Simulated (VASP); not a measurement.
A run of VASP 6.6.1:

File INCAR:

```
PREC     = Accurate       # precision mode
ENCUT    = 450            # plane-wave cutoff, eV
EDIFF    = 1E-6           # SCF threshold, eV
ISMEAR   = 0              # smearing method
SIGMA    = 0.02           # smearing width, eV
LREAL    = F              # projectors in reciprocal space
LASPH    = T              # aspherical terms in the spheres
NELM     = 60             # most SCF steps
ALGO     = Fast           # electronic algorithm
ISIF     = 2              # what is computed and relaxed
LWAVE    = F              # write WAVECAR
LCHARG   = F              # write CHGCAR
GGA      = PE             # functional
IVDW     = 12             # dispersion correction
NBANDS   = 236            # bands
```

KPOINTS

```
Automatic mesh
0
Gamma
  1 1 1
```

Contents of POSCAR:

```
Si12HO24
1.0
    9.8316000000      0.0000000000      0.0000000000
   -4.9158000000      8.5144153600      0.0000000000
    0.0000000000      0.0000000000     10.8182000000
Si O H
24 48 2
Direct
    0.2709099100      0.0094391800      0.1655027100
    0.9985581900      0.2592514300      0.3363694500
    0.2293313700      0.2350352900      0.9973888100
    0.2536999600      0.9943798200      0.6857301500
    0.9943088900      0.2605859300      0.8263963100
    0.2083269900      0.1946535800      0.5153311300
    0.2621491600      0.4975911800      0.1718615900
    0.0071092300      0.7712372900      0.3283148600
    0.2235410900      0.7272896200      0.0054956200
    0.2669434400      0.4925265000      0.6593211300
    0.9964925600      0.7555626100      0.8443723300
    0.2341662800      0.7379975200      0.4999615600
    0.7679183600      0.0027725800      0.1637768200
    0.5150453800      0.2909717700      0.3263891900
    0.7354828800      0.2356065700      0.9947544900
    0.7500254000      0.9945486100      0.6643177100
    0.4988791700      0.2694374300      0.8323993700
    0.7270726000      0.2340685100      0.4992150500
    0.7874783800      0.5096747300      0.1573528400
    0.5014811400      0.7712337700      0.3306460800
    0.7306058600      0.7321122000      0.9989357800
    0.7689976800      0.5017534200      0.6662599300
    0.4892422100      0.7549201000      0.8332459800
    0.7359702800      0.7334614600      0.4949275200
    0.0585994900      0.1851775900      0.4426589500
    0.2910020100      0.3666465000      0.1058264000
    0.1398598500      0.4267424900      0.2869976000
    0.2009835100      0.0720170000      0.0577487200
    0.4066298400      0.3704627500      0.3615348300
    0.4326514900      0.1539250100      0.2217404800
    0.0637104000      0.2018104000      0.9379856800
    0.2961209500      0.3602216000      0.5945064100
    0.1329963000      0.4206365700      0.7662825000
    0.1440959400      0.0534628100      0.6192837800
    0.3618947100      0.2974696100      0.8889306100
    0.4273668200      0.1382933600      0.7227606500
    0.0698422700      0.7005748600      0.4356703700
    0.2976032600      0.8725800500      0.1047948800
    0.1459163000      0.9395625000      0.2791979800
    0.1925934700      0.5656927500      0.0691771200
    0.3725483100      0.8040633200      0.3955902100
    0.4281822600      0.6421691300      0.2206537200
    0.0484628800      0.6811712500      0.9565332700
    0.2831508900      0.8721161200      0.6050312400
    0.1573768100      0.9148317700      0.8113722100
    0.2107464500      0.5753019700      0.5568150000
    0.3464649500      0.7730380600      0.8905284800
    0.4297587500      0.6246495600      0.7230592100
    0.5674995200      0.2199689900      0.4418414100
    0.8114747800      0.3713264800      0.0999751300
    0.6741022500      0.4415287100      0.2761049300
    0.7048024300      0.0708391800      0.0544039400
    0.8598764000      0.2853916600      0.3919929700
    0.9337635900      0.1388796900      0.2191445800
    0.5688786300      0.2097478700      0.9432799200
    0.7969424800      0.3651871000      0.6090898100
    0.6362505700      0.4334820500      0.7744881600
    0.6856066900      0.0652798700      0.5578710000
    0.8594873700      0.2928012300      0.8810256900
    0.9165469200      0.1276861800      0.7199152000
    0.5689396300      0.6934002000      0.4307230900
    0.7919415500      0.8629271600      0.1084292300
    0.6399768800      0.9359748100      0.2761740900
    0.7067804900      0.5682967600      0.0547796900
    0.8688771100      0.7964578400      0.3870153500
    0.9505596500      0.6538900700      0.2097545600
    0.5644435100      0.7011425300      0.9437322700
    0.7805881900      0.8618020400      0.6029322100
    0.6206643000      0.9221698500      0.7749832700
    0.7103227700      0.5713318500      0.5546426500
    0.8615482000      0.7938688900      0.8892565300
    0.9332905500      0.6387354700      0.7249986100
    0.4780789300      0.4995584400      0.3849401800
    0.2926452400      0.1351483600      0.4422009000
```

Potentials or basis: VASP PAW PBE potentials, release 64 (Si, O, H).

Launch:

```console
$ cat potpaw_PBE.64/Si/POTCAR potpaw_PBE.64/O/POTCAR potpaw_PBE.64/H/POTCAR > POTCAR
$ mpirun -np 1 vasp_std > vasp.out
```

Hardware: 1 thread of Intel(R) Xeon(R) Platinum 8488C (Sapphire Rapids), with other jobs on the host.

**Question.** How long does it take, and how much memory?

**Answer.** It took 9.7 min on 1 thread of Intel(R) Xeon(R) Platinum 8488C (Sapphire Rapids), on a shared host, peak memory 0.87 GiB. Counts: scf iterations 18, k points 1.
